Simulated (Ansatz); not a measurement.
# Pd (Im-3m) in Ansatz: a series of runs

One crystal, Pd, is run at these levels: PBE0; tasks: single point, equation of state.

All numbers are computed with Ansatz 0.2.0; they aren't measurements. Logs are shortened: lines on timing, memory, paths and dates and some standing lists are left out, and cuts for length are marked.

### Step 1. The crystal as given

Symmetry: Im-3m, No. 229, cubic system. Conventional cell: a = 3.145 Å, b = 3.145 Å, c = 3.145 Å, α = 90.00°, β = 90.00°, γ = 90.00°. Pd (site symmetry m-3m) is surrounded by 8 Pd at 2.72 Å.

This isn't the form of Pd at room conditions, which is fcc.

### Step 2. Single point, PBE0, 14.61 Å³/atom (volume scaled by 0.94)

input.yaml

```yaml
crystal:
  lattice:
    - [-1.5401846266, 1.5401846266, 1.5401846266]
    - [1.5401846266, -1.5401846266, 1.5401846266]
    - [1.5401846266, 1.5401846266, -1.5401846266]
  atoms:
    - { symbol: Pd, position: [0.0, 0.0, 0.0] }
hamiltonian:
  xc: pbe0
  pseudopotentials: { kind: paw }
kpoints:
  mp_grid: { grid: [6, 6, 6] }
scf:
  occupations: { method: fermi_dirac, width: 0.05 }
output:
  forces: true
  stress: true
  eigenvalues: true
```

Potentials or basis: Ansatz PAW.

Started as:

```
$ ansatz run input.yaml --threads 2 --pin off --max-ram 5632MiB --backend cpu --events-out ev --progress --plain --runs-dir out
```

Output:

```text
Warning: output.stress: scf.convergence.dr2_threshold = 1e-7 eV (the SCF's general default) is looser than the 1e-10 eV advised for a printed stress (1e-10 eV for each atom of the cell: 1). What an SCF threshold leaves in a stress goes as its square root, and in the free energy as the threshold itself, and one threshold admits the most on a small cell: of the crystals measured, under no hybrid functional and no lock of the moments, on runs that ended without the residual-converged pass, on stresses that held no estimate of that error, the worst erred by over 100 MPa in a component at 1e-7 eV an atom and by under 5 at 1e-10. Set scf.convergence.dr2_threshold to 1e-10 eV or tighter. The threshold is an SCF's pass mark: one that does not reach it within its budget of iterations ends unconverged, or closes short of it on a stop that the run arms, and scf.convergence.dr2_threshold's page says what that costs each kind of run
Warning: output.stress: scf.exx.energy_threshold = 1e-6 eV is looser than the 1e-8 eV advised for a stress under a hybrid functional (1e-8 eV for each atom of the cell: 1). Every SCF of the exchange loop can meet its threshold on dr2 while the loop round them stops early: no threshold on dr2 bounds what that leaves in the stress. Set scf.exx.energy_threshold to 1e-8 eV or tighter. The threshold is the loop's pass mark: a loop that does not reach it within its budget of cycles ends unconverged, and scf.exx.energy_threshold's page has the law
Warning: RAYON_NUM_THREADS=2 ignored (pool sized by the plan → 2); use --threads N
Engine: ansatz 0.2.0, x86_64-unknown-linux-gnu
Pseudopotentials: kind: paw
Pseudopotential: Pd, paw, valence charge 18, recommended cutoff 420 eV (normal), Pd.paw.azcp
Functional definition: PBE0
  parameter a = 0.25
  parameter kappa = 0.804
  parameter beta = 0.06672455060314922
  exchange = (1 - a)*pbe_x(kappa = kappa, mu = beta*pi^2/3) + a*exact_x
  correlation = pbe_c(beta = beta)
Crystal: 1 atoms, lattice volume = 14.614 Å³
Basis set: ecut = 420 eV, 321 PW (Γ), exchange–correlation on 36×36×36 points (8 copies of the dense FFT grid, shifted against one another)
Bands: 13, of which v1, the nominal top of the filled ones, is band 9 counted from 1 (8 counted from 0)
Symmetry: 48 space group operations
Space group: Im-3m (ITA 229), of the structure as read, at distance tolerance 2.4e-5 Å
k-points: 16 of 216
Non-local potential: Pd, projectors of the file, l = 0: 2, l = 1: 2, l = 2: 2, l = 3: 1
PAW form: soft (Blöchl's): semilocal exchange-correlation on the pseudo side does not see the compensation charge
PAW frozen core: Pd, regenerated for the run's functional, and the local potential with it (the file was generated under x = pbe(κ = 0.804, μ = 0.2195149727645171), c = pbe(β = 0.06672455060314922))
PAW one-centre angular grid: Pd, 590 points (default); XC on 64 Gauss nodes
Initial density: superposition of atomic densities (neutral atoms: chi_scale 0, normalization atom), corrected by the library's trained network
Initial wavefunctions: pseudopotential atomic-orbital guess
Functional: x = pbe(κ = 0.804, μ = 0.2195149727645171), c = pbe(β = 0.06672455060314922), warm-up for x = 0.75 pbe(κ = 0.804, μ = 0.2195149727645171) + 0.25 exact, c = pbe(β = 0.06672455060314922)
SCF iter   1: F=—  HF=-6972.798461 eV  |F-HF|=—  |Δ(HF+E_count)|=         —  Δρ=4.86e-3  dr2=5.47e-4  ethr=1.77e-3  ⟨swp⟩=7.4  Hψ=908  notcnv=0
preconditioner: auto → none  [insulator: Δε(μ)=0.197 eV  Ē_g=14.286 eV  σ=0.050 eV  W_gap=0.73  n_scr=0 (ndim 8)  ℏωp=30.7 eV  f_vac=0.000  D(μ)=1.15/eV (n_scr^D=12)]
SCF iter   2: F=—  HF=-6972.798746 eV  |F-HF|=—  |Δ(HF+E_count)|=   2.85e-4  Δρ=2.33e-3  dr2=1.30e-4  ethr=3.04e-6  ⟨swp⟩=3.2  Hψ=498  notcnv=0  defer=1
SCF iter   3: F=—  HF=-6972.798850 eV  |F-HF|=—  |Δ(HF+E_count)|=   1.05e-4  Δρ=8.31e-4  dr2=7.13e-5  ethr=7.24e-7  ⟨swp⟩=3.0  Hψ=439  notcnv=0
iter 4 solved again at ethr=7.26e-10 eV; its pass at ethr=3.96e-7 eV (dr2=1.31e-7 eV) is discarded
SCF iter   4: F=—  HF=-6972.798833 eV  |F-HF|=—  |Δ(HF+E_count)|=   1.74e-5  Δρ=5.94e-5  dr2=1.32e-7  ethr=7.26e-10  ⟨swp⟩=3.0  Hψ=848  notcnv=0
SCF iter   5: F=—  HF=-6972.798833 eV  |F-HF|=—  |Δ(HF+E_count)|=   2.19e-7  Δρ=4.92e-6  dr2=1.77e-9  ethr=7.26e-10  ⟨swp⟩=3.0  Hψ=418  notcnv=0
SCF iter   6: F=-6972.798833 eV  HF=-6972.798833 eV  |F-HF|=3.64e-11  |Δ(HF+E_count)|=  3.55e-11  Δρ=9.08e-7  dr2=2.84e-11  ethr=9.83e-12  ⟨swp⟩=3.0  Hψ=394  notcnv=0
SCF 1 converged in 6 iterations: F = -6972.798833 eV  dr2 = 2.84e-11
Initial density: handed on by an earlier stage of this run
Initial wavefunctions: those handed on with the density
Functional: x = 0.75 pbe(κ = 0.804, μ = 0.2195149727645171) + 0.25 exact, c = pbe(β = 0.06672455060314922)
Frozen-core exchange: fock
iter 1 solved again at ethr=6.35e-5 eV; its pass at ethr=1.00e-1 eV (dr2=1.14e-2 eV) is discarded
SCF iter   1: F=—  HF=-6974.587992 eV  |F-HF|=—  |Δ(HF+E_count)|=         —  Δρ=1.15e-2  dr2=1.42e-2  ethr=6.35e-5  ⟨swp⟩=3.4  Hψ=887  notcnv=0
preconditioner: auto → none  [insulator: Δε(μ)=0.592 eV  Ē_g=16.905 eV  σ=0.050 eV  W_gap=0.92  n_scr=0 (ndim 8)  ℏωp=30.7 eV  f_vac=0.000  D(μ)=0.34/eV (n_scr^D=0)]
SCF iter   2: F=—  HF=-6974.583894 eV  |F-HF|=—  |Δ(HF+E_count)|=   4.10e-3  Δρ=5.26e-3  dr2=2.47e-3  ethr=6.35e-5  ⟨swp⟩=3.0  Hψ=479  notcnv=0
SCF iter   3: F=—  HF=-6974.583294 eV  |F-HF|=—  |Δ(HF+E_count)|=   5.99e-4  Δρ=2.01e-3  dr2=1.71e-3  ethr=6.33e-6  ⟨swp⟩=3.0  Hψ=472  notcnv=0
SCF iter   4: F=—  HF=-6974.583181 eV  |F-HF|=—  |Δ(HF+E_count)|=   1.13e-4  Δρ=9.19e-5  dr2=2.13e-7  ethr=1.28e-6  ⟨swp⟩=2.2  Hψ=355  notcnv=0
SCF iter   5: F=-6974.583181 eV  HF=-6974.583181 eV  |F-HF|=3.95e-9  |Δ(HF+E_count)|=   1.10e-7  Δρ=1.29e-5  dr2=5.91e-9  ethr=1.19e-9  ⟨swp⟩=3.2  Hψ=572  notcnv=0
SCF 2 converged in 5 iterations: F = -6974.583181 eV  dr2 = 5.91e-9
hybrid outer 1: dexx = +6.998e-3 eV, tail = 3.39e-3 eV
Frozen-core exchange: fock
SCF iter   1: F=—  HF=-6974.591420 eV  |F-HF|=—  |Δ(HF+E_count)|=         —  Δρ=2.23e-3  dr2=7.59e-4  ethr=9.41e-5  ⟨swp⟩=2.2  Hψ=419  notcnv=0
preconditioner: auto → none  [insulator: Δε(μ)=0.715 eV  Ē_g=16.880 eV  σ=0.050 eV  W_gap=0.92  n_scr=0 (ndim 8)  ℏωp=30.7 eV  f_vac=0.000  D(μ)=0.34/eV (n_scr^D=0)]
SCF iter   2: F=—  HF=-6974.591196 eV  |F-HF|=—  |Δ(HF+E_count)|=   2.24e-4  Δρ=2.05e-4  dr2=5.99e-5  ethr=3.65e-6  ⟨swp⟩=3.0  Hψ=397  notcnv=0
SCF iter   3: F=-6974.591423 eV  HF=-6974.591443 eV  |F-HF|=2.00e-5  |Δ(HF+E_count)|=   2.47e-4  Δρ=4.35e-4  dr2=2.97e-5  ethr=6.19e-9  ⟨swp⟩=3.9  Hψ=599  notcnv=0
SCF 3 stopped early in 3 iterations: F = -6974.591423 eV  dr2 = 2.97e-5
hybrid outer 2: dexx = +2.964e-4 eV, tail = 6.63e-5 eV, Δε = 7.49e-2 eV (about 1.31e-2 eV left of the loop's levels)
Frozen-core exchange: fock
SCF iter   1: F=—  HF=-6974.591351 eV  |F-HF|=—  |Δ(HF+E_count)|=         —  Δρ=9.91e-5  dr2=4.86e-6  ethr=1.72e-6  ⟨swp⟩=2.1  Hψ=418  notcnv=0
preconditioner: auto → none  [insulator: Δε(μ)=0.719 eV  Ē_g=16.870 eV  σ=0.050 eV  W_gap=0.92  n_scr=0 (ndim 8)  ℏωp=30.7 eV  f_vac=0.000  D(μ)=0.34/eV (n_scr^D=0)]
SCF iter   2: F=—  HF=-6974.591351 eV  |F-HF|=—  |Δ(HF+E_count)|=   3.84e-7  Δρ=2.24e-5  dr2=3.57e-6  ethr=7.33e-9  ⟨swp⟩=3.0  Hψ=423  notcnv=0
SCF iter   3: F=—  HF=-6974.591432 eV  |F-HF|=—  |Δ(HF+E_count)|=   8.10e-5  Δρ=4.74e-5  dr2=1.18e-7  ethr=6.00e-11  ⟨swp⟩=4.1  Hψ=674  notcnv=0
SCF iter   4: F=—  HF=-6974.591432 eV  |F-HF|=—  |Δ(HF+E_count)|=   2.24e-8  Δρ=9.62e-6  dr2=6.48e-8  ethr=6.00e-11  ⟨swp⟩=3.0  Hψ=464  notcnv=0
SCF iter   5: F=-6974.591432 eV  HF=-6974.591432 eV  |F-HF|=3.47e-9  |Δ(HF+E_count)|=   3.47e-7  Δρ=1.32e-5  dr2=9.61e-9  ethr=2.47e-11  ⟨swp⟩=3.8  Hψ=508  notcnv=0  defer=1
SCF 4 converged in 5 iterations: F = -6974.591432 eV  dr2 = 9.61e-9
  Residual-converged pass: ⟨swp⟩=2.2  Hψ=343  notcnv=0  max |occ|·‖R‖ = 2.3e-6 eV (tolerance 2.4e-6 eV)  dr2=9.61e-9  dr2_onsite=1.10e-9  max |Δocc| = 3.8e-18
hybrid outer 3: dexx = +8.128e-7 eV, tail = 2.53e-8 eV, Δε = 8.84e-3 eV (about 3.91e-4 eV left of the loop's levels)
hybrid SCF converged: 3 outer / 13 inner (+6 warm-up), last move |dexx| = 8.13e-7 eV, tail = 2.53e-8 eV
Stability not checked: this state was not tested for a lower state beside it, because the functional holds exact exchange (a hybrid, or Hartree-Fock), whose exchange loop this test does not read (fock_operator; see scf.lower_state_search)
Free energy (F): -6974.591432 eV
Frozen-core exchange: fock
Harris-Foulkes:  -6974.591432 eV  (|F-HF|=3.47e-9)
Internal energy: -6974.588244 eV  (E = F + TS)
E sigma→0 (E₀):  -6974.589838 eV
Entropy (-TS):   -0.003188 eV (-3.188 meV/atom)
Fermi energy:    19.226875 eV
--- Per-component energies (eV) ---
  E_band       = -183.543530
  E_kinetic    = 516.088493
  E_local      = -1739.172440  (includes V_loc(G=0)·N_el)
  E_nonlocal   = 217.371243
  E_hartree    = 709.226079
  E_xc         = -130.608344
  E_vxc        = -163.678098  (∫ρ·V_xc dr)
  E_exx        = -78.228514  (= α·E_x^exact, valence–valence)
  E_paw        = -3712.738750  (= ΣΔE_a)
  E_vpaw       = -276.151013  (= ΣTr[D̂ρ^β])
  E_aug_tail   = 0.000230  (compensation charges beyond the density's cutoff)
  E_ewald      = -2755.966601
  E_core_change = -0.559640  (= ΣΔE_core)
  E_smearing   = -0.003188  (= −TS)
  E_closure    = 0.000000  (closes the sum)
  Σ components = -6974.591432   (vs F -6974.591432, Δ=-9.09e-13)
--- Forces (eV/Å), atoms counted from 1 ---
  atom   1  Pd     0.00000000    -0.00000000    -0.00000000
  max |Σ_I F_I| component: 1.84e-30 eV/Å
--- Stress (GPa, compression-positive) ---
        3.603116      -0.000000       0.000000
       -0.000000       3.603116       0.000000
        0.000000      -0.000000       3.603116
  P = ⅓ Tr σ = 3.6031 GPa (36.031 kbar)
--- Band table (eV; the first three rows and the last of 16) ---
  k-point 0: bands = ["-69.5446", "-33.6311", "-33.6311", "-33.6311", "11.3692", "15.3630", "15.3630", "15.3630", "17.3353", "17.3353", "40.3980", "40.3980", "40.3980"]
  k-point 1: bands = ["-69.5275", "-33.7645", "-33.6783", "-33.6346", "12.4590", "15.0046", "15.4237", "16.2220", "17.0475", "17.3934", "39.3946", "40.1520", "41.7378"]
  k-point 2: bands = ["-69.4904", "-34.0222", "-33.7689", "-33.6393", "13.1807", "14.3457", "17.1293", "17.5995", "17.8049", "18.4001", "33.7336", "37.5925", "42.0309"]
  k-point 15: bands = ["-69.4188", "-34.0223", "-34.0223", "-34.0223", "12.6880", "12.6880", "19.9283", "19.9283", "19.9283", "30.3563", "30.3563", "30.3563", "39.2169"]
```

It took 8.8 s on 2 threads of AMD EPYC (Zen 3), shared host; peak memory 0.55 GiB.

What came out:

```
Free energy            : -6974.5914 eV
Pressure               : 3.6 GPa
Band gap on the k mesh : none (metal or under the smearing width)
```

Caveat: the k mesh is coarse (spacing up to 0.48 Å⁻¹), so the values aren't converged, least of all with exact exchange; the pressure holds a Pulay correction of +0.3 GPa for the finite cutoff; the PAW data sets come from PBE, with cores solved anew for the run's functional, which leaves a small shift of forces and pressure; the thresholds are loose for stress.

### Step 3. Single point, PBE0, 14.93 Å³/atom (volume scaled by 0.96)

input.yaml, as its differences from that of step 2:

```diff
@@ -2,5 +2,5 @@
   lattice:
-    - [-1.5401846266, 1.5401846266, 1.5401846266]
-    - [1.5401846266, -1.5401846266, 1.5401846266]
-    - [1.5401846266, 1.5401846266, -1.5401846266]
+    - [-1.5510313546, 1.5510313546, 1.5510313546]
+    - [1.5510313546, -1.5510313546, 1.5510313546]
+    - [1.5510313546, 1.5510313546, -1.5510313546]
   atoms:
```

Potentials or basis: Ansatz PAW.

Started as:

```
$ ansatz run input.yaml --threads 2 --pin off --max-ram 5632MiB --backend cpu --events-out ev --progress --plain --runs-dir out
```

It took 9.1 s on 2 threads of AMD EPYC (Zen 3), shared host; peak memory 0.56 GiB.

Results (log left out):

```
Free energy            : -6974.5945 eV
Pressure               : -0.4 GPa
Band gap on the k mesh : none (metal or under the smearing width)
```

Caveat: the k mesh is coarse (spacing up to 0.48 Å⁻¹), so the values aren't converged, least of all with exact exchange; the PAW data sets come from PBE, with cores solved anew for the run's functional, which leaves a small shift of forces and pressure; the thresholds are loose for stress.

### Step 4. Single point, PBE0, 15.24 Å³/atom (volume scaled by 0.98)

input.yaml

```yaml
crystal:
  lattice:
    - [-1.5617284606, 1.5617284606, 1.5617284606]
    - [1.5617284606, -1.5617284606, 1.5617284606]
    - [1.5617284606, 1.5617284606, -1.5617284606]
  atoms:
    - { symbol: Pd, position: [0.0, 0.0, 0.0] }
hamiltonian:
  xc: pbe0
  pseudopotentials: { kind: paw }
kpoints:
  mp_grid: { grid: [6, 6, 6] }
scf:
  occupations: { method: fermi_dirac, width: 0.05 }
output:
  forces: true
  stress: true
  eigenvalues: true
  write_density: true
  write_potential: true
  elf: true
  volumetric_format: npy
```

Started as:

```
$ ansatz run input.yaml --threads 2 --pin off --max-ram 5632MiB --backend cpu --events-out ev --progress --plain --runs-dir out
```

It took 8.9 s on 2 threads of AMD EPYC (Zen 3), shared host; peak memory 0.56 GiB.

It converged, with:

```yaml
Free_energy: -6974.5902 eV
Pressure: -3.9 GPa
Band_gap_on_the_k_mesh: none (metal or under the smearing width)
```

Caveat: the k mesh is coarse (spacing up to 0.47 Å⁻¹), so the values aren't converged, least of all with exact exchange; the PAW data sets come from PBE, with cores solved anew for the run's functional, which leaves a small shift of forces and pressure; the thresholds are loose for stress.

### Step 5. Single point, PBE0, 15.55 Å³/atom

input.yaml, as its differences from that of step 4:

```diff
@@ -2,5 +2,5 @@
   lattice:
-    - [-1.5617284606, 1.5617284606, 1.5617284606]
-    - [1.5617284606, -1.5617284606, 1.5617284606]
-    - [1.5617284606, 1.5617284606, -1.5617284606]
+    - [-1.572281, 1.572281, 1.572281]
+    - [1.572281, -1.572281, 1.572281]
+    - [1.572281, 1.572281, -1.572281]
   atoms:
```

Started as:

```
$ ansatz run input.yaml --threads 2 --pin off --max-ram 5632MiB --backend cpu --events-out ev --progress --plain --runs-dir out
```

Run time: 8.6 s. Hardware: 2 threads of AMD EPYC (Zen 3), shared host; peak memory 0.57 GiB.

Results (log left out):

```
Free energy            : -6974.5797 eV
Pressure               : -7.0 GPa
Band gap on the k mesh : none (metal or under the smearing width)
```

Caveat: the k mesh is coarse (spacing up to 0.47 Å⁻¹), so the values aren't converged, least of all with exact exchange; the PAW data sets come from PBE, with cores solved anew for the run's functional, which leaves a small shift of forces and pressure; the thresholds are loose for stress.

### Step 6. Single point, PBE0, 15.86 Å³/atom (volume scaled by 1.02)

input.yaml

```yaml
crystal:
  lattice:
    - [-1.5826937604, 1.5826937604, 1.5826937604]
    - [1.5826937604, -1.5826937604, 1.5826937604]
    - [1.5826937604, 1.5826937604, -1.5826937604]
  atoms:
    - { symbol: Pd, position: [0.0, 0.0, 0.0] }
hamiltonian:
  xc: pbe0
  pseudopotentials: { kind: paw }
kpoints:
  mp_grid: { grid: [6, 6, 6] }
scf:
  occupations: { method: fermi_dirac, width: 0.05 }
output:
  forces: true
  stress: true
  eigenvalues: true
```

Potentials or basis: Ansatz PAW.

Started as:

```
$ ansatz run input.yaml --threads 2 --pin off --max-ram 5632MiB --backend cpu --events-out ev --progress --plain --runs-dir out
```

It took 9.2 s on 2 threads of AMD EPYC (Zen 3), shared host; peak memory 0.56 GiB.

Results (log left out):

```
Free energy            : -6974.5634 eV
Pressure               : -9.7 GPa
Band gap on the k mesh : none (metal or under the smearing width)
```

Caveat: the k mesh is coarse (spacing up to 0.47 Å⁻¹), so the values aren't converged, least of all with exact exchange; the PAW data sets come from PBE, with cores solved anew for the run's functional, which leaves a small shift of forces and pressure; the thresholds are loose for stress.

### Step 7. Single point, PBE0, 16.17 Å³/atom (volume scaled by 1.04)

input.yaml, as its differences from that of step 6:

```diff
@@ -2,5 +2,5 @@
   lattice:
-    - [-1.5826937604, 1.5826937604, 1.5826937604]
-    - [1.5826937604, -1.5826937604, 1.5826937604]
-    - [1.5826937604, 1.5826937604, -1.5826937604]
+    - [-1.5929712806, 1.5929712806, 1.5929712806]
+    - [1.5929712806, -1.5929712806, 1.5929712806]
+    - [1.5929712806, 1.5929712806, -1.5929712806]
   atoms:
```

Started as:

```
$ ansatz run input.yaml --threads 2 --pin off --max-ram 5632MiB --backend cpu --events-out ev --progress --plain --runs-dir out
```

It took 9.5 s on 2 threads of AMD EPYC (Zen 3), shared host; peak memory 0.56 GiB.

The run converged. Its results:

| Property | Result |
| --- | --- |
| Free energy | -6974.5424 eV |
| Pressure | -12.0 GPa |
| Band gap on the k mesh | none (metal or under the smearing width) |

Caveat: the k mesh is coarse (spacing up to 0.46 Å⁻¹), so the values aren't converged, least of all with exact exchange; the PAW data sets come from PBE, with cores solved anew for the run's functional, which leaves a small shift of forces and pressure; the thresholds are loose for stress.

### Step 8. Single point, PBE0, 16.48 Å³/atom (volume scaled by 1.06)

input.yaml, as its differences from that of step 7:

```diff
@@ -2,5 +2,5 @@
   lattice:
-    - [-1.5929712806, 1.5929712806, 1.5929712806]
-    - [1.5929712806, -1.5929712806, 1.5929712806]
-    - [1.5929712806, 1.5929712806, -1.5929712806]
+    - [-1.6031178681, 1.6031178681, 1.6031178681]
+    - [1.6031178681, -1.6031178681, 1.6031178681]
+    - [1.6031178681, 1.6031178681, -1.6031178681]
   atoms:
```

Started as:

```
$ ansatz run input.yaml --threads 2 --pin off --max-ram 5632MiB --backend cpu --events-out ev --progress --plain --runs-dir out
```

Run time: 9.8 s. Hardware: 2 threads of AMD EPYC (Zen 3), shared host; peak memory 0.59 GiB.

Results (log left out):

```yaml
Free_energy: -6974.5172 eV
Pressure: -13.9 GPa
Band_gap_on_the_k_mesh: none (metal or under the smearing width)
```

Caveat: the k mesh is coarse (spacing up to 0.46 Å⁻¹), so the values aren't converged, least of all with exact exchange; the PAW data sets come from PBE, with cores solved anew for the run's functional, which leaves a small shift of forces and pressure; the thresholds are loose for stress.

### Step 9. Equation of state, PBE0

Potentials or basis: Ansatz PAW.

This step only gathers the single runs of the series.

What came out:

```yaml
Equilibrium_volume: 14.89 Å³/atom
Bulk_modulus: 182 GPa
Pressure_derivative_of_the_bulk_modulus: 5.5
```

Energy against volume, from the lowest point:
```
volume (Å³/atom)  energy (meV/atom)
          14.614               3.06
          14.925               0.00
          15.236               4.27
          15.547              14.82
          15.858              31.05
          16.169              52.09
          16.480              77.31
```

Caveat: the k mesh is coarse (spacing up to 0.47 Å⁻¹), so the values aren't converged, least of all with exact exchange; the PAW data sets were made with another functional, which shifts forces and pressure a little.
